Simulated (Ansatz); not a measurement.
**Telling polymorphs of MgH2 apart by ²⁵Mg**

The numbers come from a DFT calculation in Ansatz (r2SCAN, plane waves and PAW, scalar-relativistic, 500 eV cutoff). Q(²⁵Mg) = 199.4 mb, I = 5/2. The cells come from the Materials Project (computed, not necessarily observed phases), with the atoms as given or relaxed (PBE, cell held). Spin–orbit coupling is left out.

Question: A calculated ²⁵Mg parameter set reads: |C_Q| = 3.09 MHz, η = 0.90. Which structure does it belong to?
A.
MgH2
Space group P4_2/mnm (No. 136); a = 4.4767, c = 2.9925 Å.

```
site  Wyckoff  site symmetry       x       y       z
  Mg       2a           m.mm  0.5000  0.5000  0.5000
   H       4f           m.2m  0.6956  0.6956  0.0000
```
B.
MgH2
```cif
data_MgH2
_symmetry_space_group_name_H-M 'Pbca'
_symmetry_Int_Tables_number 61
_cell_length_a 4.7219
_cell_length_b 9.3058
_cell_length_c 4.8703
_cell_angle_alpha 90.000
_cell_angle_beta 90.000
_cell_angle_gamma 90.000
loop_
_atom_site_label
_atom_site_type_symbol
_atom_site_symmetry_multiplicity
_atom_site_Wyckoff_symbol
_atom_site_fract_x
_atom_site_fract_y
_atom_site_fract_z
Mg Mg 8 c 0.2748 0.1178 0.0286
H9 H 8 c 0.5114 0.4748 0.2422
H13 H 8 c 0.3363 0.7038 0.3777
```

Answer: A. MgH2 in P4_2/mnm gives |C_Q| = 3.09 MHz, η = 0.90; there Mg has 6 H at 1.93–1.94 Å. MgH2 in Pbca gives |C_Q| = 4.41 MHz, η = 0.21; there Mg has 7 H at 1.89–2.16 Å.
